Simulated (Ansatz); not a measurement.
**Ionic part of the dielectric constant of ZrO$_{2}$ at 12 GPa, mode by mode**

The calculation used DFT PBEsol, scalar-relativistic, plane waves, PAW in Ansatz 0.2.0. Plane waves to 420 eV; Γ-centred k mesh 8×8×8; fixed occupations. No spin polarisation. Phonons by linear response, acoustic sum rule imposed.

It takes space group Fm-3m (No. 225, cubic). Conventional cell: a = 4.992 Å, b = 4.992 Å, c = 4.992 Å, α = 90.00°, β = 90.00°, γ = 90.00°. Around Zr (site symmetry m-3m) lie 8 O at 2.16 Å. O (site symmetry -43m) is surrounded by 4 Zr at 2.16 Å.

Other phases may be more stable at this pressure.

The primitive cell has V = 31.10 Å³ and ε∞,xx = 5.804. Each polar mode adds Δε = (4.92064×10⁷/V)·S/ν² along x, with S its oscillator strength in e²/amu, ν in cm⁻¹ and V in Å³.

**Question.** From these modes, find each Δε and ε0,xx.
```tsv
ν (cm⁻¹)	S_xx (e²/amu)
293.4	1.399
```

**Answer.**
```json
{"ν (cm⁻¹)": "293.4", "Δε": "25.72"}
```

The sum is 25.719, so ε0,xx = 31.52; the run's tensor has 31.52.

**Question.** Where do the longitudinal modes lie for a wave vector along x?

**Answer.** At 684 cm⁻¹. The Lyddane–Sachs–Teller product Π(ν_LO/ν_TO)² = 5.43 matches ε0/ε∞ = 5.43.

This fluorite-type form isn't the usual stable structure of the compound at low pressure.

Cost: 1 run of about 0.38 core-minutes, on Arm Neoverse V2 (shared hosts).